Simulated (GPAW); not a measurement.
Runs of GPAW 26.7.0 on CrO2. Symmetry: Fm-3m, No. 225, cubic system. The conventional cell has a = 4.674 Å, b = 4.674 Å, c = 4.674 Å, α = 90.00°, β = 90.00°, γ = 90.00°. Cr (site symmetry m-3m) is surrounded by 8 O at 2.02 Å. O (site symmetry -43m) is surrounded by 4 Cr at 2.02 Å. Measurements of this composition are mostly on another form, of space group No. 136.

| spin | U | fixed moment (μB) | gap on the mesh (eV) | pressure (GPa) | moment (μB) |
| --- | --- | --- | --- | --- | --- |
| collinear, zero start | Cr d U = 8 eV | - | none | 37.8 | 0.00 |
| collinear, ferromagnetic start | Cr d U = 5 eV | 4.0 | - | 42.4 | 4.00 |
| collinear, zero start | Cr d U = 5 eV | - | none | 1.9 | 0.00 |
| collinear, ferromagnetic start | Cr d U = 5 eV | - | 0.04 | 13.1 | (a) |

Alike in all rows: task single point; level PBEsol+U; potentials or basis PAW data sets generated in the run's folder for this functional, pw; cell as given; k mesh 7 × 7 × 7; cutoff (eV) 800; smearing gaussian 0.05 eV.

Task: Fill in the values left out.

Result: (a) 2.00.

Caveats: the run has no moments, though such compounds are often magnetic (some runs); a magnetic state may lie lower (some runs); a pressure of tens of GPa on the cell as given is suspect, and the run, the potentials or the cell itself is likely at fault (some runs); a cell with one magnetic atom can't hold antiferromagnetic order, which such compounds often take (some runs); the total moment is fixed, so each spin has its own Fermi level (some runs); an odd mesh through Γ misses points on the zone boundary, where band edges often lie (some runs).

A gap of «none» marks a metal or a gap under the smearing width.
